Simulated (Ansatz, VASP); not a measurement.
# One calculation of SnO, 3 ways

```xyz
2
Lattice="3.1319 0.0000 0.0000 0.0000 3.1319 0.0000 0.0000 0.0000 3.1319" Properties=species:S:1:pos:R:3 pbc="T T T"
Sn    0.0000    0.0000    0.0000
O     1.5660    1.5660    1.5660
```

The cell comes from a database or a generator and needn't be the stable form of this composition.

Alike in all runs: task equation of state; functional PBE; k mesh 9 × 9 × 9; occupations fermi-dirac, width 0.05 eV; no spin polarisation; no spin-orbit coupling.

```csv
program and potentials,plane-wave cutoff (eV),notes,equilibrium volume (Å³/atom),bulk modulus (GPa)
"Ansatz, Ansatz PAW",420,-,?,?
"VASP, PBE PAW files O, Sn_d, 520 eV",520,-,15.38,99.3
"Ansatz, Ansatz PAW (earlier soft set)",420,-,15.36,99.6
```

Question: Estimate from the other rows what the run with Ansatz, Ansatz PAW gave.

Answer: Equilibrium volume 15.36 Å³/atom; bulk modulus 99.4 GPa. The other rows, which needn't bracket it: equilibrium volume 15.36 to 15.38; bulk modulus 99.3 to 99.6.
